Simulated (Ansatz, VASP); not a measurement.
# One calculation of Si, two programs

```
CELL_PARAMETERS angstrom
2.01093 0.00000 0.00000
0.00000 2.01093 0.00000
0.00000 0.00000 2.01093
ATOMIC_POSITIONS crystal
Si 0.00000 0.00000 0.00000
```

Change from the starting cell: volume scaled by 0.52, PAW files.

Alike in both runs: task single point; functional LDA; k mesh 16 × 16 × 16; occupations fermi-dirac, width 0.1 eV; no spin polarisation.

```csv
,VASP,Ansatz
version,VASP 6.6.1,Ansatz 0.2.0
potentials or method,"VASP PAW LDA potentials, release 64 (Si)","PAW with Ansatz's default frozen-core files, scalar-relativistic"
plane-wave cutoff (eV),520,420
valence electrons in the cell,4,4
```

|  | VASP | Ansatz | Ansatz less VASP |
| --- | --- | --- | --- |
| pressure (GPa) | 258.5 | 257.4 | -1.08 |

Caveats: the cell as given lies far from equilibrium; so large a pressure means that the cell lies far from this level's equilibrium, or that cutoff or potentials fall short (VASP).
